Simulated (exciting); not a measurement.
# Al2Cu (I4/mmm) in exciting: single point with PBEsol+TS

Aim: the single point of Al2Cu with PBEsol+TS.

All numbers are computed with exciting (release sodium); they aren't measurements. Logs are shortened: lines on timing, memory, paths and dates and some standing lists are left out, and cuts for length are marked.

### 1 The cell of the first run

It takes space group I4/mmm (No. 139, tetragonal). Conventional cell: a = 3.891 Å, b = 3.891 Å, c = 5.464 Å, α = 90.00°, β = 90.00°, γ = 90.00°. Around Cu (site symmetry 4/mmm) lie 8 Al at 2.38 Å. Al (site symmetry -4m2) is surrounded by 4 Cu at 2.38 Å and 2 Al at 2.73 Å.

The cell comes from a database or a generator and needn't be the stable form of this composition.

### 2 Single point, PBEsol+TS (volume scaled by 0.88)

run_exciting.py reads:

```python
import subprocess
import xml.etree.ElementTree as ET
from ase.io import read
from ase.units import Bohr

atoms = read("POSCAR")
rmt = {'Cu': 2.0, 'Al': 2.0}  # bohr
tasks = """
<groundstate do="fromscratch" ngridk="9 9 9" rgkmax="9" gmaxvr="14" lmaxapw="10" lmaxmat="10" lmaxvr="8" xctype="GGA_PBE_SOL" stype="Fermi Dirac" swidth="0.00099958" nempty="16" ValenceRelativity="iora*" epsengy="1e-05" epspot="1e-05" maxscl="60" tforce="true" outputlevel="normal" vdWcorrection="TSvdW"/>
<properties>
  <chargedensityplot>
    <plot3d>
      <box grid="20 20 20">
        <origin coord="0 0 0"/>
        <point coord="1 0 0"/>
        <point coord="0 1 0"/>
        <point coord="0 0 1"/>
      </box>
    </plot3d>
  </chargedensityplot>
  <elfplot>
    <plot3d>
      <box grid="20 20 20">
        <origin coord="0 0 0"/>
        <point coord="1 0 0"/>
        <point coord="0 1 0"/>
        <point coord="0 0 1"/>
      </box>
    </plot3d>
  </elfplot>
  <exccplot>
    <plot3d>
      <box grid="20 20 20">
        <origin coord="0 0 0"/>
        <point coord="1 0 0"/>
        <point coord="0 1 0"/>
        <point coord="0 0 1"/>
      </box>
    </plot3d>
  </exccplot>
  <TSvdW/>
</properties>
"""

root = ET.Element("input")
ET.SubElement(root, "title").text = "Al2Cu"
structure = ET.SubElement(root, "structure", speciespath="./", tshift="false")
crystal = ET.SubElement(structure, "crystal", scale="1.0")
for vector in atoms.cell / Bohr:
    ET.SubElement(crystal, "basevect").text = " ".join(f"{x:.12f}" for x in vector)
symbols = atoms.get_chemical_symbols()
for element in dict.fromkeys(symbols):
    species = ET.SubElement(structure, "species", speciesfile=element + ".xml", rmt=str(rmt[element]))
    for symbol, position in zip(symbols, atoms.get_scaled_positions(wrap=False)):
        if symbol == element:
            ET.SubElement(species, "atom", coord=" ".join(f"{x:.12f}" for x in position))
root.extend(ET.fromstring("<tasks>" + tasks + "</tasks>"))
ET.indent(root)
ET.ElementTree(root).write("input.xml")
subprocess.run(["exciting_smp"], check=True)
```

POSCAR reads:

```
Al2Cu
1.0
   -1.9456398828      1.9456398828      2.7321576812
    1.9456398828     -1.9456398828      2.7321576812
    1.9456398828      1.9456398828     -2.7321576812
Cu Al
1 2
Direct
    0.5000000000      0.5000000000      0.0000000000
    0.2500000000      0.7500000000      0.5000000000
    0.7500000000      0.2500000000      0.5000000000
```

Potentials or basis: all-electron LAPW+lo, shipped species files, valence relativity iora*.

Command:

```
> OMP_NUM_THREADS=1 python run_exciting.py
```

Log:

```text
================================================================================
EXCITING SODIUM started
[... 10 lines left out ...]

 Lattice vectors (cartesian) :
     -3.6767265180      3.6767265180      5.1630297501
      3.6767265180     -3.6767265180      5.1630297501
      3.6767265180      3.6767265180     -5.1630297501

 Reciprocal lattice vectors (cartesian) :
     -0.0000000000      0.8544537208      0.6084785108
      0.8544537208     -0.0000000000      0.6084785108
      0.8544537208      0.8544537208     -0.0000000000

 Unit cell volume                           :     279.1819097095
 Brillouin zone volume                      :       0.8884895647

 Species :    1 (Cu)
     parameters loaded from                 :    Cu.xml
     name                                   :    copper
     nuclear charge                         :     -29.00000000
     electronic charge                      :      29.00000000
     atomic mass                            :  115837.27170000
     muffin-tin radius                      :       2.00000000
     # of radial points in muffin-tin       :     350

     atomic positions (lattice) :
       1 :   0.50000000  0.50000000  0.00000000

 Species :    2 (Al)
     parameters loaded from                 :    Al.xml
     name                                   :    aluminium
     nuclear charge                         :     -13.00000000
     electronic charge                      :      13.00000000
     atomic mass                            :   49184.33493000
     muffin-tin radius                      :       2.00000000
     # of radial points in muffin-tin       :     300

     atomic positions (lattice) :
       1 :   0.25000000  0.75000000  0.50000000
       2 :   0.75000000  0.25000000  0.50000000

 Total number of atoms per unit cell        :       3

 Spin treatment                             :    spin-unpolarised

 Number of Bravais lattice symmetries       :      16
 Number of crystal symmetries               :      16

 k-point grid                               :       9    9    9
 Total number of k-points                   :      75
 k-point set is reduced with crystal symmetries

 R^MT_min * |G+k|_max (rgkmax)              :       9.00000000
[... 20 lines left out ...]

 Maximum Hamiltonian size                   :     466
 Maximum number of plane-waves              :     440
 Total number of local-orbitals             :      26

 Exchange-correlation type                  :      22
     PBEsol, Phys. Rev. Lett. 100, 136406 (2008)
     Generalised gradient approximation (GGA)

 Smearing scheme                            :    Fermi-Dirac
 Smearing width                             :       0.00099958

 Using multisecant Broyden potential mixing
[... 16 lines left out ...]
+ SCF iteration number :    1                                                  +
++++++++++++++++++++++++++++++++++++++++++++++++++++++++++++++++++++++++++++++++
 Total energy                               :     -2106.19627695
 _______________________________________________________________
 Fermi energy                               :         0.31654088
 Kinetic energy                             :      2183.17196362
 Coulomb energy                             :     -4188.19035899
 Exchange energy                            :       -98.41822549
 Correlation energy                         :        -2.75965608
[... 430 lines left out ...]
 RMS change in effective potential (target) :  0.451977E-08  ( 0.100000E-04)
 Absolute change in total energy   (target) :  0.134052E-05  ( 0.100000E-04)
 Charge distance                   (target) :  0.261601E-08  ( 0.100000E-04)
 Abs. change in max-nonIBS-force   (target) :   0.00000      ( 0.500000E-04)

++++++++++++++++++++++++++++++++++++++++++++++++++++++++++++++++++++++++++++++++
| Convergency criteria checked for the last 2 iterations                       +
| Convergence targets achieved. Performing final SCF iteration                 +
++++++++++++++++++++++++++++++++++++++++++++++++++++++++++++++++++++++++++++++++
 Total energy                               :     -2138.46623312
 _______________________________________________________________
 Fermi energy                               :         0.29463302
 Kinetic energy                             :      2167.78754387
 Coulomb energy                             :     -4203.52611237
 Exchange energy                            :       -99.88127867
 Correlation energy                         :        -2.77674650
 TS-vdW dispersion correction               :        -0.06963945

 DOS at Fermi energy (states/Ha/cell)       :        58.16004893

 Electron charges :
     core                                   :        20.00000000
     core leakage                           :         0.00424537
     valence                                :        35.00000000
     interstitial                           :         5.49381358
     charge in muffin-tin spheres :
                  atom     1    Cu          :        27.54718416
                  atom     2    Al          :        10.97950113
                  atom     3    Al          :        10.97950113
     total charge in muffin-tins            :        49.50618642
     total charge                           :        55.00000000

++++++++++++++++++++++++++++++++++++++++++++++++++++++++++++++++++++++++++++++++
+ Self-consistent loop stopped                                                 +
++++++++++++++++++++++++++++++++++++++++++++++++++++++++++++++++++++++++++++++++
 STATE.OUT is written

--------------------------------------------------------------------------------
- Writing atomic positions and forces                                          -
--------------------------------------------------------------------------------

 Atomic positions (lattice) :
 atom     1  Cu  :     0.50000000    0.50000000    0.00000000
 atom     2  Al  :     0.25000000    0.75000000    0.50000000
 atom     3  Al  :     0.75000000    0.25000000    0.50000000

 Total atomic forces including IBS (cartesian) :
 atom     1  Cu  :     0.00000000    0.00000000    0.00000000
 atom     2  Al  :     0.00000000    0.00000000    0.00000000
 atom     3  Al  :     0.00000000    0.00000000   -0.00000000

 Atomic force components including IBS (cartesian) :
 atom     1  Cu  :     0.00000000    0.00000000    0.00000000   HF force
                 :     0.00000000    0.00000000   -0.00000000   core correction
                 :     0.00000000    0.00000000    0.00000000   IBS correction
                 :    -0.00000000    0.00000000   -0.00000000   TS-vdW force
 atom     2  Al  :     0.00000000   -0.00000000   -0.00000000   HF force
                 :     0.00000000   -0.00000000    0.00000000   core correction
                 :     0.00000000   -0.00000000   -0.00000000   IBS correction
                 :     0.00000000    0.00000000    0.00000000   TS-vdW force
 atom     3  Al  :    -0.00000000    0.00000000    0.00000000   HF force
                 :     0.00000000   -0.00000000    0.00000000   core correction
                 :     0.00000000   -0.00000000    0.00000000   IBS correction
                 :     0.00000000   -0.00000000   -0.00000000   TS-vdW force

********************************************************************************
[... 7 lines left out ...]
| EXCITING SODIUM stopped                                                      =
================================================================================
```

input.xml:

```text
<input>
  <title>Al2Cu</title>
  <structure speciespath="./" tshift="false">
    <crystal scale="1.0">
      <basevect>-3.676726517997 3.676726517997 5.163029750070</basevect>
      <basevect>3.676726517997 -3.676726517997 5.163029750070</basevect>
      <basevect>3.676726517997 3.676726517997 -5.163029750070</basevect>
    </crystal>
    <species speciesfile="Cu.xml" rmt="2.0">
      <atom coord="0.500000000000 0.500000000000 0.000000000000" />
    </species>
    <species speciesfile="Al.xml" rmt="2.0">
      <atom coord="0.250000000000 0.750000000000 0.500000000000" />
      <atom coord="0.750000000000 0.250000000000 0.500000000000" />
    </species>
  </structure>
  <groundstate do="fromscratch" ngridk="9 9 9" rgkmax="9" gmaxvr="14" lmaxapw="10" lmaxmat="10" lmaxvr="8" xctype="GGA_PBE_SOL" stype="Fermi Dirac" swidth="0.00099958" nempty="16" ValenceRelativity="iora*" epsengy="1e-05" epspot="1e-05" maxscl="60" tforce="true" outputlevel="normal" vdWcorrection="TSvdW" />
  <properties>
    <chargedensityplot>
      <plot3d>
        <box grid="20 20 20">
          <origin coord="0 0 0" />
          <point coord="1 0 0" />
          <point coord="0 1 0" />
          <point coord="0 0 1" />
        </box>
      </plot3d>
    </chargedensityplot>
    <elfplot>
      <plot3d>
        <box grid="20 20 20">
          <origin coord="0 0 0" />
          <point coord="1 0 0" />
          <point coord="0 1 0" />
          <point coord="0 0 1" />
        </box>
      </plot3d>
    </elfplot>
    <exccplot>
      <plot3d>
        <box grid="20 20 20">
          <origin coord="0 0 0" />
          <point coord="1 0 0" />
          <point coord="0 1 0" />
          <point coord="0 0 1" />
        </box>
      </plot3d>
    </exccplot>
    <TSvdW />
  </properties>
</input>
```

stdout:

```text
Info(rhoplot):
 3D density plot written to RHO3D.xml

Info(potplot):
 3D Coulomb potential plot written to VCL3D.xml
 3D exchange-correlation potential plot written to VXC3D.xml

Info(elfplot): 3D ELF plot written to ELF3D.xml
```

Run time: 5.1 min. Hardware: 1 thread of Intel Xeon 6975P-C (Granite Rapids), shared host; peak memory 0.17 GiB.

What came out:

```
Free energy                                       : -58190.6356 eV
Band gap on the k mesh                            : none (metal or under the smearing width)
All electrons inside the program's atomic spheres : Cu 27.55; Al 10.98 (radii Cu 2.0, Al 2.0 bohr)
Dispersion energy per atom                        : -0.632 eV
```

Caveat: the log's total energy holds no entropy term; the free energy is that total less TS from the occupations.
